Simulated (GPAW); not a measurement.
Runs of GPAW 26.7.0 on GaP. Symmetry: F-43m, No. 216, cubic system. The conventional cell has a = 5.451 Å, b = 5.451 Å, c = 5.451 Å, α = 90.00°, β = 90.00°, γ = 90.00°. Ga (site symmetry -43m) is surrounded by 4 P at 2.36 Å. Around P (site symmetry -43m) lie 4 Ga at 2.36 Å. 

| task | level | potentials or basis | spin | cell | k mesh | cutoff (eV) | smearing | maxiter | band path | band points | spin axis theta (degrees) | spin axis phi (degrees) | mesh quality | gap on the mesh (eV) | pressure (GPa) | V0 of scaled cells (Å³/atom) | B0 (GPa) |
| --- | --- | --- | --- | --- | --- | --- | --- | --- | --- | --- | --- | --- | --- | --- | --- | --- | --- |
| band structure | rSCAN | GPAW PAW data sets (gpaw-data 1.2.1), pw | SOC, no magnetisation | as given | 8 × 8 × 8 | 600 | fermi-dirac 0.05 eV | 150 | GXWKGLUWLK,UX | 60 | 0 | 0 | not flagged | 1.90 | 1.4 | - | - |
| equation of state | SOGGA | PAW data sets generated in the run's folder for this functional, pw | off | as given | 8 × 8 × 8 | 600 | fermi-dirac 0.05 eV | 150 | - | - | - | - | not flagged | - | - | 20.56 | (b) |
| single point | RPBE | the program's PAW data sets (release 1.2.1) made for this functional, pw | off | the cell as VASP's run set it | 8 × 8 × 8 | 600 | gaussian 0.05 eV | 150 | - | - | - | - | not flagged | 1.76 | 6.7 | - | - |
| band structure | MS2 | GPAW PAW data sets (gpaw-data 1.2.1), pw | SOC, no magnetisation | as given | 8 × 8 × 8 | 600 | fermi-dirac 0.05 eV | 150 | GXWKGLUWLK,UX | 80 | 0 | 0 | not flagged | (a) | 2.2 | - | - |
| equation of state | PBEsol+D3 | PAW data sets generated in the run's folder for this functional, pw | off | as given | 8 × 8 × 8 | 600 | fermi-dirac 0.05 eV | 150 | - | - | - | - | not flagged | - | - | 20.28 | 90 |
| single point | PBEsol0 | GPAW PAW data sets (gpaw-data 1.2.1), pw | off | as given | 4 × 4 × 4 | 450 | fermi-dirac 0.05 eV | 60 | - | - | - | - | coarse | 2.90 | - | - | - |

**Question.** Fill in the values left out.

**Answer.** (a) 1.89; (b) 88.

Caveats: some runs use coarse meshes; the data sets keep Ga 3d, Li 1s and Be 1s frozen, and some such compounds lay over 1.5 % in volume off other programs (some runs); the PAW data sets were made with another functional, which shifts forces and pressure a little (some runs); spin-orbit coupling was added after a scalar SCF, so levels and gaps hold it while energy, forces, pressure and moments don't (some runs); this program's spin-orbit splittings come out too wide for heavy elements (some runs); exact exchange converges slowly with the k mesh, and this mesh is small (some runs).

A k mesh can miss the band edges, and rows without SOC leave out spin-orbit coupling on Ga.

Runs at the PBE level aren't shown here.
